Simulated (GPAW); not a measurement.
ZrS:

```
CELL_PARAMETERS angstrom
0.00000 2.62500 2.62500
2.62500 0.00000 2.62500
2.62500 2.62500 0.00000
ATOMIC_POSITIONS crystal
Zr 0.00000 0.00000 0.00000
S 0.50000 0.50000 0.50000
```

| Item | Value |
| --- | --- |
| Program | GPAW 26.7.0 |
| Task | relaxation of cell and atoms |
| Functional | BLYP |
| Dispersion | D3(BJ) |
| Potentials or basis | PAW data sets generated in the run's folder for this functional |
| Cutoff | 600 eV |
| Basis | pw |
| k mesh | 9 × 9 × 9 |
| Occupations | fermi-dirac, width 0.05 eV |
| Spin | no spin polarisation |

At the start: pressure -6.0 GPa; volume 18.09 Å³/atom.

Task: How do energy, volume and symmetry change on relaxing?

Result: Over 4 steps the energy falls by 15.9 meV/atom and the volume is 17.25 Å³/atom (-4.6 %); space group Fm-3m (No. 225, to 0.05 Å).

Step by step:
| step | energy change (eV) | largest force (eV/Å) | pressure (GPa) | volume (Å³) |
| --- | --- | --- | --- | --- |
| 1 | 0.0000 | 0.0000 | -6.01 | 36.18 |
| 2 | -0.0165 | 0.0000 | -4.31 | 35.65 |
| 3 | -0.0316 | 0.0000 | 0.29 | 34.43 |
| 4 | -0.0317 | 0.0000 | -0.01 | 34.50 |

Final structure:
```xyz
2
Lattice="0.0000 2.5839 2.5839 2.5839 0.0000 2.5839 2.5839 2.5839 0.0000" Properties=species:S:1:pos:R:3 pbc="T T T"
Zr    0.0000    0.0000    0.0000
S     2.5839    2.5839    2.5839
```

Caveat: later steps reuse the first step's grids; pairwise dispersion overbinds metals, which lowers pressure and volume.
